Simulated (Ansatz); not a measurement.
**As in Ansatz: the effect of functional**

The system is As.

```
CELL_PARAMETERS angstrom
2.73926 0.00000 0.00000
0.00000 2.73926 0.00000
0.00000 0.00000 2.73926
ATOMIC_POSITIONS crystal
As 0.50000 0.50000 0.50000
```

This isn't the form of As at room conditions, which is rhombohedral.

The cell isn't the ideal one: volume scaled by 1.04.

Alike in all runs:

```yaml
Program: Ansatz 0.2.0
Task: single point
Potentials_or_basis: Ansatz PAW
k_mesh: 10 × 10 × 10
Occupations: fermi-dirac, width 0.05 eV
Spin: no spin polarisation
```

| functional | cutoff | pressure (GPa) |
| --- | --- | --- |
| LDA | 420 eV (not typed: the program's choice for these potentials) | -6.1 |
| PBEsol | 420 eV (not typed: the program's choice for these potentials) | -4.6 |
| r2SCAN | 500 eV (not typed: the program's choice for these potentials) | ? |

**Question.** What does the run with functional r2SCAN give?

**Answer.** Pressure -3.3 GPa.

Caveats: the PAW data sets come from PBE, with cores solved anew for the run's functional, which leaves a small shift of forces and pressure.
